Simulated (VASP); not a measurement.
# MnSb4 (P4/mmm) in VASP: reference runs

How does MnSb4 come out in PBE? The cell is run as given and disturbed, then over a range of volumes.

Program: VASP 6.6.1. These are calculated values, not measurements. Logs are shortened: lines on timing, memory, paths and dates and some standing lists are left out, and cuts for length are marked.

## 1. The crystal as given

The structure is tetragonal, space group P4/mmm (No. 123). Conventional cell: a = 3.080 Å, b = 3.080 Å, c = 14.994 Å, α = 90.00°, β = 90.00°, γ = 90.00°. Sb (site symmetry 4mm) is surrounded by 1 Mn at 2.70 Å and 4 Sb at 3.08 Å. Around Sb (site symmetry 4mm) lie 6 Sb at 3.02 to 3.29 Å. Around Mn (site symmetry 4/mmm) lie 2 Sb at 2.70 Å and 4 Mn at 3.08 Å.

The cell comes from a database or a generator and needn't be the stable form of this composition.

## 2. Single point, PBE, collinear spin, ferromagnetic start

The input, INCAR:

```
SYSTEM = MnSb4
ALGO = Normal ; EDIFF = 1E-7
ENCUT = 520 ; GGA = PE
ISIF = 2 ; ISMEAR = -1
ISPIN = 2 ; LASPH = .TRUE.
LCHARG = .FALSE. ; LMAXMIX = 4
LORBIT = 11 ; LREAL = .FALSE.
LWAVE = .FALSE. ; MAGMOM = 0 0 0 0 4
NBANDS = 28 ; NELM = 150
PREC = Accurate ; SIGMA = 0.05
```

The input, KPOINTS:

```
k-points
0
G
  9 9 2
  0 0 0
```

The input, POSCAR:

```
MnSb4
1.0
    3.0805000000      0.0000000000      0.0000000000
    0.0000000000      3.0805000000      0.0000000000
    0.0000000000      0.0000000000     14.9942030000
Sb Mn
4 1
Direct
    0.0000000000      0.0000000000      0.8196820000
    0.0000000000      0.0000000000      0.6005510000
    0.0000000000      0.0000000000      0.3994490000
    0.0000000000      0.0000000000      0.1803180000
    0.0000000000      0.0000000000      0.0000000000
```

Potentials or basis: VASP PAW PBE potentials, release 64 (Sb, Mn_pv).

Run with:

```sh
$ cat potpaw_PBE.64/Sb/POTCAR potpaw_PBE.64/Mn_pv/POTCAR > POTCAR
$ mpirun -np 1 vasp_std > vasp.out
```

OUTCAR:

```text
SYSTEM = MnSb4
   EDIFF = 1E-7
   ENCUT = 520
   GGA = PE
   ISIF = 2
   ISMEAR = -1
   ISPIN = 2
   LASPH = .TRUE.
   LORBIT = 11
   LREAL = .FALSE.
   NELM = 150
   PREC = Accurate

 ion  position               nearest neighbor table
   1  0.000  0.000  0.820-   5 2.70   2 3.29
   2  0.000  0.000  0.601-   3 3.02   1 3.29
   3  0.000  0.000  0.399-   2 3.02   4 3.29
   4  0.000  0.000  0.180-   5 2.70   3 3.29
   5  0.000  0.000  0.000-   1 2.70   4 2.70

  LATTYP: Found a simple tetragonal cell.
 ALAT       =     3.0805000000
 C/A-ratio  =     4.8674575556

  Lattice vectors:

 A1 = (   3.0805000000,   0.0000000000,   0.0000000000)
 A2 = (   0.0000000000,   3.0805000000,   0.0000000000)
 A3 = (   0.0000000000,   0.0000000000,  14.9942030000)

Analysis of symmetry for initial positions (statically):
=====================================================================
 Subroutine PRICEL returns:
 Original cell was already a primitive cell.

 Routine SETGRP: Setting up the symmetry group for a
 simple tetragonal supercell.

 Subroutine GETGRP returns: Found 16 space group operations
 (whereof 16 operations were pure point group operations)
 out of a pool of 16 trial point group operations.

The static configuration has the point symmetry D_4h.

Analysis of symmetry for dynamics (positions and initial velocities):
=====================================================================
 Subroutine PRICEL returns:
 Original cell was already a primitive cell.

 Routine SETGRP: Setting up the symmetry group for a
 simple tetragonal supercell.

 Subroutine GETGRP returns: Found 16 space group operations
 (whereof 16 operations were pure point group operations)
 out of a pool of 16 trial point group operations.

The dynamic configuration has the point symmetry D_4h.

Analysis of structural, dynamic, and magnetic symmetry:
=====================================================================
 Subroutine PRICEL returns:
 Original cell was already a primitive cell.

 Routine SETGRP: Setting up the symmetry group for a
 simple tetragonal supercell.

 Subroutine GETGRP returns: Found 16 space group operations
 (whereof 16 operations were pure point group operations)
 out of a pool of 16 trial point group operations.

The overall configuration has the point symmetry D_4h.

 Subroutine INISYM returns: Found 16 space group operations
 (whereof 16 operations are pure point group operations),
 and found     1 'primitive' translations

----------------------------------------------------------------------------------------

                                     Primitive cell

  volume of cell :     142.2872

  direct lattice vectors                    reciprocal lattice vectors
     3.080500000  0.000000000  0.000000000     0.324622626  0.000000000  0.000000000
     0.000000000  3.080500000  0.000000000     0.000000000  0.324622626  0.000000000
     0.000000000  0.000000000 14.994203000     0.000000000  0.000000000  0.066692441

  length of vectors
     3.080500000  3.080500000 14.994203000     0.324622626  0.324622626  0.066692441

  position of ions in fractional coordinates (direct lattice)
     0.000000000  0.000000000  0.819682000
     0.000000000  0.000000000  0.600551000
     0.000000000  0.000000000  0.399449000
     0.000000000  0.000000000  0.180318000
     0.000000000  0.000000000  0.000000000

  ion indices of the primitive-cell ions
   primitive index   ion index
                 1           1
                 2           2
                 3           3
                 4           4
                 5           5

----------------------------------------------------------------------------------------

 KPOINTS: k-points

Automatic generation of k-mesh.
 Grid dimensions read from file:
 generate k-points for:    9    9    2

 Generating k-lattice:

  Cartesian coordinates                     Fractional coordinates (reciprocal lattice)
     0.036069181  0.000000000  0.000000000     0.111111111  0.000000000  0.000000000
     0.000000000  0.036069181  0.000000000     0.000000000  0.111111111  0.000000000
     0.000000000  0.000000000  0.033346221     0.000000000  0.000000000  0.500000000

  Length of vectors
     0.036069181  0.036069181  0.033346221

  Shift w.r.t. Gamma in fractional coordinates (k-lattice)
     0.000000000  0.000000000  0.000000000

 Subroutine IBZKPT returns following result:
 ===========================================

 Found     30 irreducible k-points:

 Following reciprocal coordinates:
            Coordinates               Weight
  0.000000  0.000000  0.000000      1.000000
  0.111111  0.000000  0.000000      4.000000
  0.222222  0.000000  0.000000      4.000000
  0.333333  0.000000  0.000000      4.000000
  0.444444  0.000000  0.000000      4.000000
  0.111111  0.111111  0.000000      4.000000
[... 16 lines left out ...]
  0.333333  0.111111  0.500000      8.000000
  0.444444  0.111111  0.500000      8.000000
 [... further k-points ...]
   k-points           NKPTS =     30   k-points in BZ     NKDIM =     30   number of bands    NBANDS=     28
   number of dos      NEDOS =    301   number of ions     NIONS =      5
   total plane-waves  NPLWV =  64512
   dimension x,y,z NGX =    24 NGY =   24 NGZ =  112
   dimension x,y,z NGXF=    48 NGYF=   48 NGZF=  224
   ions per type =               4   1
   NGX,Y,Z   is equivalent  to a cutoff of  12.95, 12.95, 12.42 a.u.
   NGXF,Y,Z  is equivalent  to a cutoff of  25.90, 25.90, 24.84 a.u.
 SYSTEM =  MnSb4
   PREC   = accura    normal or accurate (medium, high low for compatibility)
   ISTART =      0    job   : 0-new  1-cont  2-samecut
   ICHARG =      2    charge: 1-file 2-atom 10-const
   ISPIN  =      2    spin polarized calculation?
   LNONCOLLINEAR =      F non collinear calculations
   LSORBIT =      F    spin-orbit coupling
   LASPH  =      T    aspherical Exc in radial PAW
   ENCUT  =  520.0 eV  38.22 Ry    6.18 a.u.   5.73  5.73 27.88*2*pi/ulx,y,z
   NELM   =    150;   NELMIN=  2; NELMDL= -5     # of ELM steps
   EDIFF  = 0.1E-06   stopping-criterion for ELM
   LREAL  =      F    real-space projection
   EDIFFG = 0.1E-05   stopping-criterion for IOM
   NSW    =      0    number of steps for IOM
   IBRION =     -1    ionic relax: 0-MD 1-quasi-New 2-CG
   NFREE  =      0    steps in history (QN), initial steepest desc. (CG)
   ISIF   =      2    stress and relaxation
   ISYM   =      2    0-nonsym 1-usesym 2-fastsym
   POTIM  = 0.5000    time-step for ionic-motion
   TEBEG  =    0.0;   TEEND  =   0.0 temperature during run
   PSTRESS=    0.0 pullay stress
   NELECT =      33.0000    total number of electrons
   NUPDOWN=      -1.0000    fix difference up-down
   EMIN   =  10.00;   EMAX   =-10.00  energy-range for DOS
   EFERMI =   0.00;   METHOD = LEGACY
   ISMEAR =    -1;   SIGMA  =   0.05  broadening in eV -4-tet -1-fermi 0-gaus
   EFERMI_NEDOS =   21; number of points for ismear=-14 and -15
   IALGO  =     38    algorithm
   IMIX   =      4    mixing-type and parameters
     AMIX     =   0.40;   BMIX     =  1.00
     AMIX_MAG =   1.60;   BMIX_MAG =  1.00
  volume/ion in A,a.u.               =      28.46       192.04
  Fermi-wavevector in a.u.,A,eV,Ry     =   1.005829  1.900741 13.764908  1.011692
  Thomas-Fermi vector in A             =   2.138533
   LORBIT       =     11    0 simple, 1 ext, 2 COOP (PROOUT), +10 PAW based schemes
   GGA     = PE    functional components
   LHFCALC =     F    Hartree Fock is set to
   AEXX    =    0.0000 exact exchange contribution
   IVDW    =     0    specifies the selected vdW correction
   LEPSILON=     F    determine dielectric tensor
   LRPA    =     F    only Hartree local field effects (RPA)
 spin polarized calculation
  energy-cutoff  :      520.00
  volume of cell :      142.29
 maximum number of plane-waves:      3866
 NGX is ok and might be reduce to    24
   NGX = 11   NGY = 11   NGZ = 55

 number of electron      33.0000001 magnetization       3.9726594

 Free energy of the ion-electron system (eV)
  ---------------------------------------------------
  ext. energy  EPLUGINS =         0.00000000
  ---------------------------------------------------
  free energy    TOTEN  =       -23.93570311 eV

  energy without entropy =      -23.90863871  energy(sigma->0) =      -23.92217091

 E-fermi :   6.5679     XC(G=0):  -9.6398

 val. band max:        6.5590193446   @ k =   0.2222   0.1111   0.0000
 cond. band min:       6.5729513065   @ k =   0.4444   0.1111   0.5000
 fundamental gap:      0.0139319619
 Fermi energy:         6.5678931690

 spin component 1

 k-point     1 :       0.0000    0.0000    0.0000
  band No.  band energies     occupation
      1     -43.4205      1.00000
      2     -43.4205      1.00000
      3     -43.2359      1.00000
      4      -5.7254      1.00000
      5      -5.0143      1.00000
      6      -4.7439      1.00000
[... 20 lines left out ...]
     27      13.7044      0.00000
     28      14.2533      0.00000

 k-point     2 :       0.1111    0.0000    0.0000
  band No.  band energies     occupation
      1     -43.4248      1.00000
      2     -43.4202      1.00000
      3     -43.2355      1.00000
      4      -5.5428      1.00000
      5      -4.8312      1.00000
      6      -4.5613      1.00000
[... 20 lines left out ...]
     27      14.1658      0.00000
     28      14.7535      0.00000

 k-point     3 :       0.2222    0.0000    0.0000
  band No.  band energies     occupation
      1     -43.4357      1.00000
      2     -43.4194      1.00000
      3     -43.2346      1.00000
      4      -5.0085      1.00000
      5      -4.2939      1.00000
      6      -4.0262      1.00000
[... 616 lines left out ...]
      3     -43.2331      1.00000
      4      -3.9973      1.00000
      5      -3.3713      1.00000
      6      -2.8872      1.00000
[... 20 lines left out ...]
     27      11.5873      0.00000
     28      13.7938      0.00000

 k-point    24 :       0.4444    0.1111    0.5000
  band No.  band energies     occupation
      1     -43.4557      1.00000
      2     -43.4221      1.00000
      3     -43.2324      1.00000
      4      -3.1794      1.00000
      5      -2.5441      1.00000
      6      -2.0401      1.00000
[... 20 lines left out ...]
     27      12.0117      0.00000
     28      12.4004      0.00000

 [... further k-points ...]

 spin component 2

 k-point     1 :       0.0000    0.0000    0.0000
  band No.  band energies     occupation
      1     -39.4145      1.00000
      2     -39.2987      1.00000
      3     -39.2987      1.00000
      4      -5.7260      1.00000
      5      -5.0375      1.00000
      6      -4.7528      1.00000
[... 20 lines left out ...]
     27      13.7087      0.00000
     28      14.2407      0.00000

 k-point     2 :       0.1111    0.0000    0.0000
  band No.  band energies     occupation
      1     -39.4140      1.00000
      2     -39.3038      1.00000
      3     -39.2983      1.00000
      4      -5.5435      1.00000
      5      -4.8543      1.00000
      6      -4.5697      1.00000
[... 20 lines left out ...]
     27      14.1924      0.00000
     28      14.8433      0.00000

 k-point     3 :       0.2222    0.0000    0.0000
  band No.  band energies     occupation
      1     -39.4129      1.00000
      2     -39.3169      1.00000
      3     -39.2973      1.00000
      4      -5.0091      1.00000
      5      -4.3168      1.00000
      6      -4.0327      1.00000
[... 616 lines left out ...]
      3     -39.3012      1.00000
      4      -3.9993      1.00000
      5      -3.3760      1.00000
      6      -2.9179      1.00000
[... 20 lines left out ...]
     27      12.1340      0.00000
     28      14.1204      0.00000

 k-point    24 :       0.4444    0.1111    0.5000
  band No.  band energies     occupation
      1     -39.4102      1.00000
      2     -39.3409      1.00000
      3     -39.3004      1.00000
      4      -3.1818      1.00000
      5      -2.5435      1.00000
      6      -2.0723      1.00000
[... 20 lines left out ...]
     27      12.0866      0.00000
     28      13.0371      0.00000

 [... further k-points ...]

------------------------ aborting loop because EDIFF is reached ----------------------------------------

  FORCE on cell =-STRESS in cart. coord.  units (eV):
  Direction    XX          YY          ZZ          XY          YZ          ZX
  --------------------------------------------------------------------------------------
  -------------------------------------------------------------------------------------
  Total        0.0589681      0.0589681     -1.2191954      0.0000000     -0.0000000     -0.0000000
  in kB        0.6639910      0.6639910    -13.7283414      0.0000000     -0.0000000     -0.0000000
  external PRESSURE =      -4.1334531 kB  Pullay stress =       0.0000000 kB

 VOLUME and BASIS-vectors are now :
 -----------------------------------------------------------------------------
  energy-cutoff  :      520.00
  volume of cell :      142.29
      direct lattice vectors                 reciprocal lattice vectors
     3.080500000  0.000000000  0.000000000     0.324622626  0.000000000  0.000000000
     0.000000000  3.080500000  0.000000000     0.000000000  0.324622626  0.000000000
     0.000000000  0.000000000 14.994203000     0.000000000  0.000000000  0.066692441

 POSITION                                       TOTAL-FORCE (eV/Angst)
 -----------------------------------------------------------------------------------
      0.00000      0.00000     12.29048         0.000000     -0.000000     -0.035712
      0.00000      0.00000      9.00478         0.000000      0.000000     -0.026460
      0.00000      0.00000      5.98942         0.000000      0.000000      0.026460
      0.00000      0.00000      2.70372         0.000000     -0.000000      0.035712
      0.00000      0.00000      0.00000         0.000000      0.000000     -0.000000
 -----------------------------------------------------------------------------------
    total drift:                                0.000000     -0.000000     -0.000000

  FREE ENERGIE OF THE ION-ELECTRON SYSTEM (eV)
  ---------------------------------------------------
  free  energy   TOTEN  =       -23.9357031123 eV

  energy  without entropy=      -23.9086387098  energy(sigma->0) =      -23.92217091

 total charge

# of ion       s       p       d       tot
------------------------------------------
    1        1.201   1.159   0.036   2.396
    2        1.215   1.117   0.037   2.369
    3        1.215   1.117   0.037   2.369
    4        1.201   1.159   0.036   2.396
    5        0.306   6.126   4.962  11.394
--------------------------------------------------
tot          5.138  10.679   5.108  20.924

 magnetization (x)

# of ion       s       p       d       tot
------------------------------------------
    1       -0.001  -0.035   0.001  -0.035
    2       -0.002   0.004  -0.000   0.002
    3       -0.002   0.004  -0.000   0.002
    4       -0.001  -0.035   0.001  -0.035
    5        0.034   0.025   3.761   3.819
--------------------------------------------------
tot          0.028  -0.037   3.762   3.753
```

Run time: 3 min. Hardware: 1 thread of Intel Xeon Platinum 8559C (Emerald Rapids), shared host; peak memory 0.4 GiB.

What came out:

* Free energy: -23.9357 eV
* Pressure: -0.4 GPa
* Largest force: 0.036 eV/Å
* Band gap on the k mesh: none (metal or under the smearing width)
* Net moment: 3.97 μB per cell
* Site moments: Sb -0.04, +0.00; Mn +3.82 μB
* Valence electrons inside the program's atomic spheres: Sb 2.40, 2.37; Mn 11.39

Forces on the atoms (eV/Å):
```
Sb   0.000  0.000 -0.036
Sb   0.000  0.000 -0.026
Sb   0.000  0.000  0.026
Sb   0.000  0.000  0.036
Mn   0.000  0.000  0.000
```

Stress tensor (GPa, compression positive):
```
 0.07  0.00  0.00
 0.00  0.07  0.00
 0.00  0.00 -1.37
```

Caveat: a cell with one magnetic atom can't hold antiferromagnetic order, which such compounds often take. The run has no spin-orbit coupling, so splittings on Sb are missing.

(Continued in part 2 of 3.)
